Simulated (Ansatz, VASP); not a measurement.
One calculation of Hf, two programs

```
Hf
1.0
    -1.76900    1.76900    1.76900
     1.76900   -1.76900    1.76900
     1.76900    1.76900   -1.76900
Hf
1
Direct
  0.00000 0.00000 0.00000
```

Alike in both runs: functional r2SCAN; k mesh 16 × 16 × 16; occupations gaussian, width 0.1 eV; no spin polarisation.

Ansatz relaxed the structure, and its values are those at the end. VASP's run is a single point on that final structure, the one shown.

|  | VASP | Ansatz |
| --- | --- | --- |
| version | VASP 6.6.1 | Ansatz 0.2.0 |
| potentials or method | VASP PAW PBE potentials, release 64 (Hf_pv) | scalar-relativistic, plane waves, PAW |
| plane-wave cutoff (eV) | 520 | 500 |
| valence electrons in the cell | 10 | 26 |

|  | VASP | Ansatz | Ansatz less VASP |
| --- | --- | --- | --- |
| gap on the k mesh at the Fermi level (eV) | none | none | - |
| pressure (GPa) | -0.4 | 0.0 | +0.35 |

A gap of «none» marks a metal or a gap that the smearing closes. The two sets of potentials don't hold the same shells in valence.

Caveats: the PAW data sets were made with another functional, which shifts forces and pressure a little (VASP). The runs have no spin-orbit coupling, so splittings on Hf are missing.
